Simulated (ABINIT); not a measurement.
Crystal: LiH.

```
Li H
1.0
     0.00000    2.03675    2.03675
     2.03675    0.00000    2.03675
     2.03675    2.03675    0.00000
Li H
1 1
Cartesian
  0.0000 0.0000 0.0000
  2.0368 2.0368 2.0368
```

Base run:

| Property | Result |
| --- | --- |
| Program | ABINIT 10.8.3 (patched build) |
| Functional | r2SCAN |
| Potentials or basis | JTH PAW PBE v2.0 |
| Cutoff | 816 eV |
| k mesh | 11 × 11 × 11 |
| Occupations | fermi-dirac, width 0.05 eV |
| Spin | no spin polarisation |

Its results: band gap on the k mesh 3.84 eV, direct.

Question: After a change of settings the same cell gave: band gap on the k mesh 5.18 eV, direct. Which change was it?
A. functional from r2SCAN to PBE
B. functional from r2SCAN to PBEsol; potentials or basis from JTH PAW PBE v2.0 to PseudoDojo NC SR PBEsol v0.4.1 standard; cutoff from 816 eV to 1007 eV
C. functional from r2SCAN to PBE; cutoff from 816 eV to 680 eV; fine-grid cutoff from 1414.99 eV to 1278.94 eV
D. functional from r2SCAN to TB-mBJ; potentials or basis from JTH PAW PBE v2.0 to JTH PAW LDA v2.0

Answer: D.

Caveats: the mesh misses the band edges, which the band path finds closer together; the constant c of TB-mBJ comes from the pseudo density here, which moves gaps by up to 0.3 eV between sets of potentials (some runs).

Not every run made on this cell is shown here.
